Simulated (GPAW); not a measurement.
The system is ZrB2.

```
CELL_PARAMETERS angstrom
3.17000 0.00000 0.00000
-1.58500 2.74530 0.00000
0.00000 0.00000 3.53300
ATOMIC_POSITIONS crystal
Zr 0.00000 0.00000 0.00000
B 0.66667 0.33333 0.50000
B 0.33333 0.66667 0.50000
```

Program: GPAW 26.7.0. Alike in all runs: no spin polarisation; cell as given; k mesh 10 × 10 × 8; cutoff (eV) 800.

Problem. Order these runs on this cell by their pressure, lowest first.
A. level revPBE; potentials or basis the program's PAW data sets (release 1.2.1) made for this functional, pw; smearing fermi-dirac 0.05 eV; band path GMKGALHA,LM,KH; band points 100
B. level BLYP; potentials or basis PAW data sets generated in the run's folder for this functional, pw; smearing fermi-dirac 0.05 eV; eigensolver davidson; band path GMKGALHA,LM,KH; band points 60
C. level PBE; potentials or basis GPAW PAW data sets (gpaw-data 1.2.1), pw; smearing gaussian 0.016 eV

Solution. C (-0.1 GPa), A (2.8 GPa), B (6.1 GPa).
